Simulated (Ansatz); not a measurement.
# HfN: strong compression

An exercise on one series of results from a longer session: the logs are not shown, and one member is left open.

Method: DFT PBE, with the methods named in each step, in Ansatz 0.2.0.

### The starting structure

It takes space group P-6m2 (No. 187, hexagonal). Conventional cell: a = 3.002 Å, b = 3.002 Å, c = 2.942 Å, α = 90.00°, β = 90.00°, γ = 120.00°. Around Hf (site symmetry -6m2) lie 6 N at 2.27 Å. N (site symmetry -6m2) has 6 Hf at 2.27 Å as nearest neighbours.

Structure file:

```cif
data_structure
_symmetry_space_group_name_H-M 'P 1'
_symmetry_Int_Tables_number 1
_cell_length_a 3.0022
_cell_length_b 3.0022
_cell_length_c 2.9422
_cell_angle_alpha 90.000
_cell_angle_beta 90.000
_cell_angle_gamma 120.000
_cell_volume 22.97
loop_
_atom_site_label
_atom_site_type_symbol
_atom_site_fract_x
_atom_site_fract_y
_atom_site_fract_z
_atom_site_occupancy
Hf1 Hf 0.00000 0.00000 0.00000 1
N1 N 0.33333 0.66667 0.50000 1
```

Whether this phase is the stable one at these pressures isn't tested.

Atoms are numbered in the order of the input: Hf1, N2.

The first run:

Input file input.yaml:

```yaml
crystal:
  lattice:
    - [3.0022085676, 0.0, 0.0]
    - [-1.5011042838, 2.599988887, 0.0]
    - [0.0, 0.0, 2.9421643963]
  atoms:
    - { symbol: Hf, position: [0.0, 0.0, 0.0] }
    - { symbol: "N", position: [0.3333333333, 0.6666666667, 0.5] }
kpoints:
  mp_grid: { grid: [16, 16, 14] }
scf:
  occupations: { method: fermi_dirac, width: 0.1 }
hamiltonian:
  xc: pbe
  pseudopotentials: { kind: paw }
output:
  forces: true
  stress: true
  write_density: true
  write_potential: true
  elf: true
  volumetric_format: npy
relax:
  f_tol: 0.005
  max_steps: 40
  cell: {}
```

On the command line:

```sh
> ansatz run input.yaml --threads 1 --pin off --max-ram 2048MiB --backend cpu --events-out ev --progress --plain --runs-dir out
```

Among the steps run: Cell relaxed at zero pressure, PAW; Volume scaled by 1, PAW; Shape and atoms relaxed at 0.94 of the volume, PAW; Volume scaled by 0.94, PAW; Shape and atoms relaxed at 0.88 of the volume, PAW; Volume scaled by 0.88, PAW; Shape and atoms relaxed at 0.8 of the volume, PAW; Volume scaled by 0.8, PAW; Shape and atoms relaxed at 0.72 of the volume, PAW; Volume scaled by 0.72, PAW; Shape and atoms relaxed at 0.64 of the volume, PAW; Volume scaled by 0.64, PAW; Shape and atoms relaxed at 0.55 of the volume, PAW; Volume scaled by 0.55, PAW; Volume scaled by 0.55, PAW (source ansatz).

One table of the session follows, with a row left open; its other results are not shown here.

```
             method  volume over the first  volume (Å³/atom)  pressure (GPa)
                PAW                      1            12.124            0.01
                PAW                   0.94            11.396           16.42
                PAW                   0.88            10.669           38.76
                PAW                    0.8                 ?               ?
                PAW                   0.72             8.729          148.79
                PAW                   0.64             7.759          254.87
                PAW                   0.55             6.668          459.59
PAW (source ansatz)                   0.55             6.668          460.64
```

Estimate the missing values for PAW, 0.8.

**Answer.** volume (Å³/atom): 9.699; pressure (GPa): 81.96. In the column «volume (Å³/atom)» it lies between PAW, 0.72 (8.729) and PAW, 0.88 (10.669).
